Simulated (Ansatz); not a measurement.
The system is Pd.

```
Pd
1.0
     0.00000    1.94650    1.94650
     1.94650    0.00000    1.94650
     1.94650    1.94650    0.00000
Pd
1
Direct
  0.00000 0.00000 0.00000
```

* Program: Ansatz 0.2.0
* Task: relaxation of cell and atoms
* Functional: revPBE
* Dispersion: D3(BJ)
* Potentials or basis: all-electron LAPW, scalar-relativistic
* Basis error allowed: 0.001 eV/atom
* k mesh: 12 × 12 × 12
* Occupations: fermi-dirac, width 0.05 eV
* Spin: no spin polarisation

At the start: volume 14.75 Å³/atom.

Problem. Where does the relaxation end?

Solution. Over 5 steps the energy falls by 4.5 meV/atom and the volume is 14.42 Å³/atom (-2.2 %); space group Fm-3m (No. 225, to 0.05 Å).

Step by step:
```csv
step,energy change (eV),largest force (eV/Å),volume (Å³)
1,0.0000,0.0000,14.75
2,-0.0022,0.0000,14.19
3,-0.0045,0.0000,14.43
4,-0.0045,0.0000,14.42
5,-0.0045,0.0000,14.42
```

Final structure:
```cif
data_structure
_symmetry_space_group_name_H-M 'P 1'
_symmetry_Int_Tables_number 1
_cell_length_a 2.7321
_cell_length_b 2.7321
_cell_length_c 2.7321
_cell_angle_alpha 60.000
_cell_angle_beta 60.000
_cell_angle_gamma 60.000
_cell_volume 14.42
loop_
_atom_site_label
_atom_site_type_symbol
_atom_site_fract_x
_atom_site_fract_y
_atom_site_fract_z
_atom_site_occupancy
Pd1 Pd 0.00000 0.00000 0.00000 1
```
